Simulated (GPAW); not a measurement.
## Quasiparticle gap of RbBr (Fm-3m) in GPAW

Aim: the G0W0 gap of RbBr (Fm-3m) on PBE, step by step.

Program: GPAW 26.7.0. Level of theory: PBE and many-body steps on it, plane waves. Results are calculated unless marked as measured.

Most raw output is cut from this account.

The database entry behind the starting cell differs from later determinations by our own check (about 0.5 % short), so it need not match the best structure at ambient conditions.

## (1) Set-up

The structure is cubic, space group Fm-3m (No. 225). Conventional cell: a = 6.854 Å, b = 6.854 Å, c = 6.854 Å, α = 90.00°, β = 90.00°, γ = 90.00°. Nearest to Rb lie 6 Br at 3.43 Å. Br has 6 Rb at 3.43 Å nearest. Farther neighbours and most contacts between anions are not listed.

The cell and positions come from the Crystallography Open Database and are kept as given unless a step says otherwise.

## (2) Ground state

This step: GPAW 26.7.0; DFT, PBE, plane waves, PAW.

The ground-state density comes first.

File run.py:

```python
import json
import numpy as np
from gpaw.mpi import world
from ase import Atoms
from gpaw import GPAW, PW, FermiDirac

atoms = Atoms(['Rb', 'Br'],
    cell=[[0.0000000000, 3.4270000000, 3.4270000000],
      [3.4270000000, 0.0000000000, 3.4270000000],
      [3.4270000000, 3.4270000000, 0.0000000000]],
    scaled_positions=[[0.0000000000, 0.0000000000, 0.0000000000],
      [0.5000000000, 0.5000000000, 0.5000000000]],
    pbc=(True, True, True))
calc = GPAW(mode=PW(450),
    xc='PBE',
    kpts={'size': (6, 6, 6), 'gamma': True},
    occupations=FermiDirac(0.001),
    nbands=-7,
    convergence={'density': 1e-6, 'bands': -3},
    maxiter=100,
    txt='gs.txt')
atoms.calc = calc
res = {'energy': atoms.get_potential_energy()}
kpts = calc.get_ibz_k_points()
res['kpts'] = kpts
res['eigenvalues'] = [calc.get_eigenvalues(kpt=k) for k in range(len(kpts))]
res['n_electrons'] = calc.get_number_of_electrons()
calc.write('gs.gpw')

if world.rank == 0:
    with open('result.json', 'w') as f:
        json.dump(res, f, default=lambda x: x.tolist())
```

Launch:

```console
mpirun -n 4 gpaw python run.py
```

Wall time 6.4 s (4 MPI ranks of Intel Xeon Platinum 8488C (Sapphire Rapids), shared host); peak memory 0.66 GiB; 23 s of CPU time.

Numbers from this step:

```
total energy               : -6.047 eV
gap                        : 4.368 eV
k of the valence top       : 0, 0, 0
k of the conduction bottom : 0, 0, 0
least direct gap           : 4.368 eV
```

The gap is direct, at Γ.

## (3) Empty states on the mesh, 4×4×4 mesh, 140 bands

The sums over transitions need many empty states on a uniform mesh; this step solves for them.

File run.py:

```python
import json
import numpy as np
from gpaw.mpi import world
from gpaw import GPAW

calc = GPAW('gs.gpw').fixed_density(kpts={'size': (4, 4, 4), 'gamma': True},
    parallel={'domain': 1, 'band': 1},
    txt='nscf.txt')
calc.diagonalize_full_hamiltonian(nbands=140)
calc.write('full.gpw', mode='all')
res = {}
kpts = calc.get_ibz_k_points()
res['kpts'] = kpts
res['eigenvalues'] = [calc.get_eigenvalues(kpt=k) for k in range(len(kpts))]
res['n_electrons'] = calc.get_number_of_electrons()

if world.rank == 0:
    with open('result.json', 'w') as f:
        json.dump(res, f, default=lambda x: x.tolist())
```

Launch:

```console
mpirun -n 4 gpaw python run.py
```

Wall time 12 s (4 MPI ranks); peak memory 1.6 GiB; 44 s of CPU time.

This step gave:

| Property | Result |
| --- | --- |
| gap | 4.368 eV |
| k of the valence top | 0, 0, 0 |
| k of the conduction bottom | 0, 0, 0 |
| least direct gap | 4.368 eV |
| k points computed | 8 |
| lowest point of the top converged band, above the valence top | 74.6842 eV |

On this mesh the gap is 4.368 eV.

## (4) Screening and self-energy, 4×4×4 mesh, 130 bands, screening to 80 eV

Now the one-shot GW correction: screening in the RPA, then the self-energy of the levels asked for.

This step: G0W0 on PBE, plane waves, PAW.

File run.py:

```python
import json
import numpy as np
from gpaw.mpi import world
from gpaw.response.g0w0 import G0W0

gw = G0W0('full.gpw',
    filename='gw',
    kpts=[0],
    bands=(6, 10),
    ecut=80,
    nbands=130,
    integrate_gamma='WS',
    ppa=True)
gw.calculate()
res = {mode: {k: v for k, v in r.items() if k != 'sigma_eskwn'}
       for mode, r in gw.all_results.items()}

if world.rank == 0:
    with open('result.json', 'w') as f:
        json.dump(res, f, default=lambda x: x.tolist())
```

Launch:

```console
mpirun -n 4 gpaw python run.py
```

Run time: 25 s. Hardware: 4 MPI ranks; peak memory 1.1 GiB.

This step gave:

| Item | Value |
| --- | --- |
| G0W0 gap on the points computed | 6.668 eV |
| least direct G0W0 gap on the computed points | 6.668 eV |
| Z at the valence top | 0.8228 |
| Z at the conduction bottom | 0.8760 |
| starting gap on the mesh | 4.368 eV |
| k of the valence top | 0, 0, 0 |
| k of the conduction bottom | 0, 0, 0 |

The gap on the mesh goes from 4.37 eV to 6.67 eV, a correction of +2.30 eV.

Limits: finite bands, cutoff and mesh; no spin-orbit coupling. v1 is the top filled band, c1 the lowest empty one. The levels before and after the correction (eV, zero at the valence-band top of each column):

|  | conduction bottom | valence top |
| --- | --- | --- |
| Kohn-Sham | 4.37 | 0.00 |
| G0W0 | 6.67 | 0.00 |

|  | level | energy (eV) |
| --- | --- | --- |
| Kohn-Sham | Γ v2-v1 | 0.000 |
| Kohn-Sham | Γ c1 | 4.368 |
| Kohn-Sham | Γ c2 | 7.285 |
| G0W0 | Γ v2-v1 | 0.000 |
| G0W0 | Γ c1 | 6.668 |
| G0W0 | Γ c2 | 10.076 |

## (5) Where the time went

Times are wall times on 4 MPI ranks of Intel Xeon Platinum 8488C (Sapphire Rapids), shared host, good to a factor of about two.

| step | time | share | memory (GiB) |
| --- | --- | --- | --- |
| ground state | 6.4 s | 15 % | 0.66 |
| empty states on the mesh | 12 s | 27 % | 1.6 |
| screening and self-energy | 25 s | 58 % | 1.1 |

## (6) Outcome

```json
{
  "PBE gap": "4.37 eV, direct",
  "G0W0 gap on the mesh": "6.67 eV",
  "GW settings": "4×4×4 mesh, 130 bands, screening to 80 eV, Godby-Needs plasmon pole",
  "known limits": "not at the basis limit; no spin-orbit coupling"
}
```

G0W0 moves the gap on the mesh from 4.37 eV to 6.67 eV (+2.30 eV), with Z of 0.82 and 0.88 at the edges. Only 1 of the mesh's irreducible points was corrected, so a valley elsewhere could overtake. The dearest step here is «screening and self-energy». Bands and cutoff are finite, so the gap is not at the basis limit. The miss can reach some tenths of an eV and take either sign; the mesh is an error of its own. These stock PAW sets were not made for GW; the filled d or f shell of Br lies in the frozen core, which bears on start and correction. In the G0W0 run levels were corrected at 1 k point alone, so a gap called «on the mesh» is the least over those, and an edge elsewhere would be missed. The many-body steps are scalar-relativistic: spin-orbit coupling is not in them.

[Paths, hosts, dates, memory and timing lines, banners, echoed tables and standing remarks are left out of the program output.]

[Logs are printed without paths, hosts, clocks, repeated set-up lines and the standing remarks that a program may print on its own settings, such as how far it seeks lower states.]

[Runs of the session that timed out or met a known fault of the program may be left out.]

[Hosts, paths, dates, database ids (printed as entryN), source tags and the programs' standing remarks are cut or masked in the printed files.]
